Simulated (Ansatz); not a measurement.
**Strain and the gap of ZnO (NiAs type)**

ZnO in the NiAs-type structure, relaxed with r2SCAN in Ansatz. The symmetry is P6_3/mmc (No. 194, hexagonal); a = 2.977 Å, c = 5.126 Å in the conventional setting, 9.83 Å³ an atom. Zn is surrounded by 6 O at 2.14 Å; O is surrounded by 6 Zn at 2.14 Å.

The axes x, y and z are those of this cell:
```yaml
crystal:
  lattice:
    - [2.97686, 0.00000, 0.00000]
    - [-1.48843, 2.57804, 0.00000]
    - [0.00000, 0.00000, 5.12563]
  atoms:
    - { symbol: Zn, position: [0.00000, 0.00000, 0.00000] }
    - { symbol: Zn, position: [0.00000, 0.00000, 0.50000] }
    - { symbol: O, position: [0.33333, 0.66667, 0.25000] }
    - { symbol: O, position: [0.66667, 0.33333, 0.75000] }
```

Unstrained: PBE gives a direct gap of 0.755 eV at Γ. r2SCAN gives a direct gap of 1.357 eV at Γ. HSE06 gives a direct gap of 2.498 eV at Γ. Meshes: PBE 12×12×6, r2SCAN 12×12×6, HSE06 6×6×4. Strains are changes of length per length. After each strain the atoms were relaxed again with r2SCAN within the symmetry that the strain leaves, so tilts or polar shifts that break it weren't tested; points keep the names that they have in the unstrained zone. These are computed values for a spin-unpolarised cell that may be hypothetical; none is a measurement.

Changes of the least gap in eV (an overlap counts as a negative gap):

| strain | volume change (%) | space group | PBE | r2SCAN | HSE06 | energy rise, r2SCAN (meV/atom) |
| --- | --- | --- | --- | --- | --- | --- |
| isotropic +2.28 % on every length | +7.0 | P6_3/mmc | -0.324 | -0.342 | -0.410 | 25.1 |
| epitaxial +4.02 % in the xy plane, free normal strain -1.88 % | +6.2 | P6_3/mmc | -0.191 | -0.215 | -0.264 | 35.3 |

Isotropic +2.28 % on every length. HSE06: the gap goes from 2.498 to 2.088 eV (-0.410 eV). Stress change with r2SCAN, compression positive: xx -10.47, yy -10.47, zz -11.98 GPa. For HSE06, dE_g/d ln V = -6.1 eV over this step.

Epitaxial +4.02 % in the xy plane, free normal strain -1.88 %. HSE06: the gap goes from 2.498 to 2.234 eV (-0.264 eV); it turns from direct (Γ) to indirect (M → Γ); least and direct gap lie within 0.04 eV, so its kind isn't settled. Stress change with r2SCAN, compression positive: xx -13.55, yy -13.55, zz +0.01 GPa.

The meshes of the hybrids are coarse, so their gaps aren't converged to the digits shown.
